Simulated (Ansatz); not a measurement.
**MnSb (P6_3/mmc): equation of state**

The task here is to estimate one member of a computed series from the others.

Method: DFT PBE, scalar-relativistic, plane waves, PAW, in Ansatz 0.2.0.

Spin polarisation is switched off on purpose; where the compound carries moments, volume, stiffness and gap are then not the real material's.

### The system as given

It takes space group P6_3/mmc (No. 194, hexagonal). The conventional cell has a = 4.119 Å, b = 4.119 Å, c = 4.804 Å, α = 90.00°, β = 90.00°, γ = 120.00°. Mn (site symmetry -3m) has 2 Mn at 2.40 Å and 6 Sb at 2.66 Å as nearest neighbours. Sb (site symmetry -6m2) has 6 Mn at 2.66 Å as nearest neighbours.

Coordinates:

```cif
data_structure
_symmetry_space_group_name_H-M 'P 1'
_symmetry_Int_Tables_number 1
_cell_length_a 4.1185
_cell_length_b 4.1185
_cell_length_c 4.8045
_cell_angle_alpha 90.000
_cell_angle_beta 90.000
_cell_angle_gamma 120.000
_cell_volume 70.58
loop_
_atom_site_label
_atom_site_type_symbol
_atom_site_fract_x
_atom_site_fract_y
_atom_site_fract_z
_atom_site_occupancy
Mn1 Mn 0.00000 0.00000 0.00000 1
Mn2 Mn 0.00000 0.00000 0.50000 1
Sb1 Sb 0.33333 0.66667 0.25000 1
Sb2 Sb 0.66667 0.33333 0.75000 1
```

This cell comes from an earlier session at PBE: 17.644 Å³/atom at 0.00 GPa, on a 12×12×8 mesh.

Volume factors to run: 0.980, 1.020, 0.960, 1.040.

The first run:

input.yaml reads:

```yaml
crystal:
  lattice:
    - [4.0908856025, 0.0, 0.0]
    - [-2.0454428013, 3.5428108558, 0.0]
    - [0.0, 0.0, 4.7722153234]
  atoms:
    - { symbol: Mn, position: [0.0, 0.0, 0.0] }
    - { symbol: Mn, position: [0.0, 0.0, 0.5] }
    - { symbol: Sb, position: [0.3333333333, 0.6666666667, 0.25] }
    - { symbol: Sb, position: [0.6666666667, 0.3333333333, 0.75] }
basis:
  ecutwfc: 420
  ecutrho_ratio: 4
kpoints:
  mp_grid: { grid: [12, 12, 8] }
hamiltonian:
  xc: pbe
scf:
  occupations: { method: gaussian, width: 0.05 }
output:
  forces: true
  stress: true
  eigenvalues: true
relax:
  f_tol: 0.01
  max_steps: 40
  cell: { stress_tol: 0.1, fix: [volume] }
```

Run with:

```console
> ansatz run input.yaml --threads 1 --pin off --max-ram 2560MiB --backend cpu --events-out ev --progress --plain --runs-dir out
```

Steps of the session up to this table: Volume × 0.980; Volume × 1.020; Volume × 0.960; Scaling the volume by 1.040.

One of the session's tables, all rows but one given; the rest of the session is left out.

It belongs to the step «The fit». 

```
volume (Å³/atom)  energy (meV/atom)  pressure (GPa)
          16.938              12.77            6.08
          17.291                  ?               ?
          17.644               0.00            0.00
          17.997               2.92           -2.56
          18.350              11.15           -4.85
```

Estimate the missing values for volume (Å³/atom) = 17.291.

Worked estimate for «energy (meV/atom)». A straight line through the neighbours (16.938, 12.77) and (17.644, 0.00) gives 12.77 + (0.00 − 12.77) × (17.291 − 16.938) / (17.644 − 16.938) = 6.38; a parabola fitted to 3 rows on both sides gives 3.28.

The run gave: energy (meV/atom): 3.06; pressure (GPa): 2.87. In «energy (meV/atom)» the line misses by +3.32 and the parabola by +0.22.
